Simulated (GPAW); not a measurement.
Cu2O (Cuprite):

```
Cu O
1.0
     4.26000    0.00000    0.00000
     0.00000    4.26000    0.00000
     0.00000    0.00000    4.26000
Cu O
4 2
Direct
  0.75000 0.25000 0.75000
  0.75000 0.75000 0.25000
  0.25000 0.75000 0.75000
  0.25000 0.25000 0.25000
  0.50000 0.50000 0.50000
  0.00000 0.00000 0.00000
```

Base run:

| Item | Value |
| --- | --- |
| Program | GPAW 26.7.0 |
| Functional | RPBE |
| Potentials or basis | the program's PAW data sets (release 1.2.1) made for this functional |
| Cutoff | 800 eV |
| Basis | pw |
| k mesh | 6 × 6 × 6 |
| Occupations | fermi-dirac, width 0.05 eV |
| Spin | no spin polarisation |

Its results: band gap on the k mesh 0.55 eV, direct; pressure 10.2 GPa.

Problem. The run is repeated on the same cell with these changes: functional from RPBE to revPBE. What comes out?

Solution. Band gap on the k mesh 0.55 eV, direct; pressure 8.9 GPa.

Caveats: with this Cu data set, volumes or pressures lay over 1.5 % or 2 GPa off other programs in two to four cells of ten.
